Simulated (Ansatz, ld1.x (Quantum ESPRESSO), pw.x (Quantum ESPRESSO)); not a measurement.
From atom to crystal: RRKJ potential for Si (Z = 14)

```json
{"Element": "silicon (Si)", "Generator": "ld1.x (Quantum ESPRESSO) 7.5", "Type": "norm-conserving RRKJ (Kleinman–Bylander form)", "Functional": "LDA (PW92)", "Relativity": "scalar-relativistic", "Frozen core": "[Ne]", "Valence charge": "4", "Reference configuration": "3s2 3p2", "Partial waves": "3p (bound): rc 1.85 bohr; 3d channel at 0.45 Ry: rc 2.15 bohr; 3s (bound): rc 2.00 bohr", "Local potential": "the s channel", "Core correction": "Bessel-smoothed model core inside 1.80 bohr"}
```

Crystal test: fcc Si in pw.x 7.5, no spin, 15³ k-points, Fermi–Dirac smearing 0.01 Ry, cutoffs 50/200 Ry. The reference is all-electron LAPW (Ansatz 0.2.0) with the same functional, mesh and smearing; V0 and B0 come from Birch–Murnaghan fits to the pressures at five volumes. Errors are pseudo minus all-electron; Δ is the rms difference of the E(V) curves that follow from these fits, minima aligned, over ±6 % about the mean V0. Mesh and smearing are coarse, so the numbers serve the comparison and aren't converged zero-temperature values; the lattice is a test structure that the element need not adopt.

```tsv
V (Å³/atom)	P all-electron (GPa)	P pseudo (GPa)
13.158	5.68	4.76
13.504	2.89	2.06
13.850	0.45	-0.32
14.196	-1.71	-2.41
14.543	-3.61	-4.25
```

All-electron: a0 = 3.818 Å (V0 = 13.92 Å³/atom), B0 = 90.0 GPa.

Pseudopotential: mean pressure error (GPa): -0.77; a0 (Å): 3.808; a0 error (%): -0.28; B0 error (%): +0.5; Δ (meV/atom): 2.3.

**Question.** At the middle volume, how do free energy and pressure move when the wave cutoff is lowered (ecutrho kept at four times it)?

**Answer.**

```csv
cutoff (Ry),shift of F (meV/atom),shift of P (GPa)
22,+82.4,-1.71
30,+19.8,-1.12
40,+0.8,-0.01
```

The run at the middle volume (120 k-points, 6 iterations) took about 5.8 s on one core of a shared host (Neoverse-V2, 96 threads, 742 GiB, load 74).
